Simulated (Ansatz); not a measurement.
## TiS₂: stiffness from a series of strains

```xyz
3
Lattice="3.4120 0.0000 0.0000 -1.7060 2.9549 0.0000 0.0000 0.0000 5.6950" Properties=species:S:1:pos:R:3 pbc="T T T"
Ti    0.0000    0.0000    0.0000
S     0.0000    1.9699    1.4238
S     1.7060    0.9850    4.2713
```

Atom numbers follow the list: Ti1, S2, S3.

The cell is COD entry 1537865, as deposited and not checked against the literature; nothing was relaxed. It is an old determination, and later ones may differ.

Method: DFT, PBE, all-electron LAPW, scalar-relativistic in Ansatz 0.2.0.

Sampling and basis: a Γ-centred 14×14×7 k mesh, Fermi–Dirac smearing of 0.05 eV, basis error target 1 meV/atom, no spin polarisation.

The strain is applied along the Cartesian axes of the cell as listed (the other components stay zero). Fractional coordinates are held (clamped ions).

σ is the change of stress from the unstrained cell, which is at 0.41 GPa; tension is positive, so slopes are stress–strain coefficients at that pressure. In a metal the k mesh adds noise.

Only quantities that a quadratic follows smoothly over the whole series are listed; rougher ones are left out.

```csv
εxx = εyy,σzz (GPa),σxx (GPa)
-0.0300,-4.90,-7.71
-0.0200,-3.12,-4.91
-0.0100,-1.48,-2.35
0.0000,0.00,0.00
0.0100,1.33,2.16
0.0300,3.58,5.99
```

(1) Fit the series and read off the stiffness at zero strain.

(2) One run, at εxx = εyy = 0.0200, is withheld. Predict its row.

## Answers

(1) Least-squares fits y = p0 + p1 x + p2 x² to the rows give σzz (GPa): p1 = 141, p2 = -730; σxx (GPa): p1 = 228, p2 = -960. So C13 + C23 = 141 GPa and C11 + C12 = 228 GPa, for these axes.

(2) The fits give 2.53, 4.18; the run gave 2.52, 4.15.
